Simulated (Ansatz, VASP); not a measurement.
Si in VASP and in Ansatz

```xyz
2
Lattice="0.0000 2.7010 2.7010 2.7010 0.0000 2.7010 2.7010 2.7010 0.0000" Properties=species:S:1:pos:R:3 pbc="T T T"
Si    4.0515    4.0515    4.0515
Si    2.7010    2.7010    2.7010
```

Alike in both runs: functional LDA; k mesh 12 × 12 × 12; occupations gaussian, width 0.02 eV; no spin polarisation.

Ansatz relaxed the structure, and its values are those at the end. VASP's run is a single point on that final structure, the one shown.

```csv
,VASP,Ansatz
version,VASP 6.6.1,Ansatz 0.2.0
potentials or method,"VASP PAW LDA potentials, release 64 (Si)","scalar-relativistic, plane waves, PAW"
plane-wave cutoff (eV),520,420
valence electrons in the cell,8,8
```

|  | VASP | Ansatz | Ansatz less VASP |
| --- | --- | --- | --- |
| gap on the k mesh at the Fermi level (eV) | 0.44 | 0.44 | +0.002 |
| least direct gap on the mesh (eV) | 2.53 | 2.53 | +0.002 |
| pressure (GPa) | 0.0 | 0.0 | -0.04 |
